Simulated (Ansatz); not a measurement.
## CdS (Greenockite) under changes of volume

One of the cells (25.121 Å³/atom); the others are scaled copies at fixed shape and fractional positions:

```
Cd S
1.0
     4.15000    0.00000    0.00000
    -2.07500    3.59401    0.00000
     0.00000    0.00000    6.73700
Cd S
2 2
Direct
  0.66667 0.33333 0.50000
  0.33333 0.66667 0.00000
  0.66667 0.33333 0.87500
  0.33333 0.66667 0.37500
```

| Item | Value |
| --- | --- |
| Program | Ansatz 0.2.0 |
| Functional | LDA |
| Potentials or basis | all-electron LAPW, scalar-relativistic |
| Cutoff | 227 eV (chosen from the basis error) |
| Basis error allowed | 0.002 eV/atom |
| k mesh | 7 × 7 × 4 |
| Occupations | fermi-dirac, width 0.05 eV |
| Spin | no spin polarisation |

```tsv
volume (Å³/atom)	energy over the lowest point (meV/atom)	pressure (GPa)	gap on the mesh (eV)	largest force (eV/Å)
23.614	0.00	0.7	1.05	0.074
24.116	?	?	?	?
24.618	4.26	-2.0	0.96	0.065
25.121	12.25	-3.1	0.91	0.061
25.623	23.58	-4.1	0.86	0.058
26.126	37.87	-5.0	0.82	0.054
26.628	54.79	-5.8	0.77	0.051
```

Problem. What does the run at 24.116 Å³/atom give?

Solution. Energy over the lowest point 0.02 meV/atom; pressure -0.7 GPa; gap on the mesh 1.00 eV; largest force 0.070 eV/Å.

Worked out: A Birch-Murnaghan fit of order 3 (a polynomial in V^(-2/3)) to the other rows has its minimum at 23.86 Å³/atom with B0 = V·E''(V) = 68 GPa and B' = 4.6 at fixed shape and positions, which overstates the stiffness. It gives 0.02 meV/atom at 24.116 Å³/atom, against the run's 0.02, and -dE/dV = -0.7 GPa, against -0.7. A straight line through the other rows of the gap, of slope -2.33 eV per unit of ln V (its deformation potential), gives 1.00 eV, against the run's 1.00.

Energies are extrapolated to zero smearing.

Spin-orbit coupling on Cd is left out.
